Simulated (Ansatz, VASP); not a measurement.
**CaSe: VASP beside Ansatz**

The input run.py:

```python
from ase import Atoms
from ase.calculators.vasp import Vasp
from ase.dft.bandgap import bandgap

atoms = Atoms(
    ['Se', 'Ca'],
    cell=[[0.0, 3.3, 3.3], [3.3, 0.0, 3.3], [3.3, 3.3, 0.0]],
    scaled_positions=[[0.25, 0.25, 0.25], [0.0, 0.0, 0.0]],
    pbc=True,
)
calc = Vasp(
    directory='calc',
    xc='rpbe',
    pp='PBE',
    setups='gw',
    prec='Accurate',
    encut=550,
    ediff=1e-06,
    ismear=0,
    sigma=0.05,
    lreal=False,
    lasph=True,
    nelm=100,
    algo='Normal',
    isif=2,
    lwave=False,
    lcharg=False,
    kpts=[7, 7, 7],
    gamma=True,
    nbands=15,
)
atoms.calc = calc

print('energy (eV):', atoms.get_potential_energy())
print('free energy (eV):', atoms.get_potential_energy(force_consistent=True))
print('forces (eV/A):')
print(atoms.get_forces())
print('stress (eV/A^3, Voigt):', atoms.get_stress())
print('Fermi level (eV):', calc.get_fermi_level())
gap, top, bottom = bandgap(calc)
print('band gap (eV):', gap, 'from (spin, k, band)', top, 'to', bottom)
```

The input input.yaml:

```yaml
crystal:
  lattice:
    - [0.0, 3.3, 3.3]
    - [3.3, 0.0, 3.3]
    - [3.3, 3.3, 0.0]
  atoms:
    - { symbol: Se, position: [0.25, 0.25, 0.25] }
    - { symbol: Ca, position: [0.0, 0.0, 0.0] }
hamiltonian:
  xc: rpbe
  pseudopotentials: { kind: paw }
kpoints:
  mp_grid: { grid: [7, 7, 7] }
scf:
  occupations: { method: gaussian, width: 0.05 }
output:
  forces: true
  stress: true
  eigenvalues: true
```

The cell comes from a database or a generator and needn't be the stable form of this composition.

Alike in both runs: task single point; functional RPBE; k mesh 7 × 7 × 7; occupations gaussian, width 0.05 eV; no spin polarisation.

|  | VASP | Ansatz |
| --- | --- | --- |
| version | VASP 6.6.1 | Ansatz 0.2.0 |
| potentials or method | VASP PAW PBE potentials, release 64 (Se_GW, Ca_sv_GW) | Ansatz PAW |
| plane-wave cutoff (eV) | 550 | 420 |
| valence electrons in the cell | 16 | 26 |

VASP gave:

```
gap on the k mesh at the Fermi level (eV) : 3.40
least direct gap on the mesh (eV)         : 3.49
pressure (GPa)                            : 1.0
```

What did Ansatz give for the same quantities?

gap on the k mesh at the Fermi level (eV): 3.40; least direct gap on the mesh (eV): 3.49; pressure (GPa): 1.1.

The two sets of potentials don't hold the same shells in valence.

Caveats: the PAW data sets were made with another functional, which shifts forces and pressure a little (VASP); an odd mesh through Γ misses points on the zone boundary, where band edges often lie (VASP); odd divisions of the mesh miss points on the zone boundary, where band edges often lie, so the gap on the mesh can be too wide (Ansatz); the PAW data sets come from PBE, with cores solved anew for the run's functional, which leaves a small shift of forces and pressure (Ansatz).
